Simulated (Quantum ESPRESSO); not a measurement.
## AgBr: dielectric tensor with PBE

**The experiment to reproduce.**

From a printed reference work, monograph, for a bulk crystal of AgBr: high-frequency dielectric constant 4.62.

Crystal: AgBr.

```xyz
2
Lattice="0.0000 2.8702 2.8702 2.8702 0.0000 2.8702 2.8702 2.8702 0.0000" Properties=species:S:1:pos:R:3 pbc="T T T"
Ag    0.0000    0.0000    0.0000
Br    2.8702    2.8702    2.8702
```

* Program: Quantum ESPRESSO 7.5
* Task: dielectric tensor
* Functional: PBE
* Potentials or basis: GBRV 1.5 PBE
* Cutoff: 762 eV
* Density cutoff: 6095 eV
* k mesh: 6 × 6 × 6, shifted
* Occupations: fermi-dirac, width 0.05 eV
* Spin: no spin polarisation
* Mixing beta: 0.5
* Most SCF iterations: 120
* SCF threshold: 4e-10 Ry

```yaml
Pressure: 2.2 GPa
Electronic_dielectric_tensor_diagonal: 6.10
Born_charges_mean_of_the_diagonal: Ag +1.51; Br -1.52 e
```

Levels at points of the mesh, in eV from the valence-band top:
```csv
k point,band 9,band 10,band 11,band 12,band 13,band 14,band 15,band 16,band 17,band 18
"(0.08, 0.08, 0.08)",-2.68,-2.68,-2.07,-1.59,-1.59,1.19,9.24,9.91,9.91,11.27
```

Electronic dielectric tensor:
```
6.10 0.00 0.00
0.00 6.10 0.00
0.00 0.00 6.10
```

Born effective charge tensors (e):
atom 1, Ag
```
1.51 0.00 0.00
0.00 1.51 0.00
0.00 0.00 1.51
```
atom 2, Br
```
-1.52  0.00  0.00
 0.00 -1.52  0.00
 0.00  0.00 -1.52
```

Run time: 4 min on 1 thread of Intel(R) Xeon(R) Platinum 8488C (Sapphire Rapids), on a shared host, peak memory 0.23 GiB.

Against the measured high-frequency dielectric constant of AgBr, 4.62 (a printed reference work, monograph), the calculated 6.10 is off by +32.1 %. So large a miss can be the level of theory's own, or it may mean another phase, state or a wrong row.
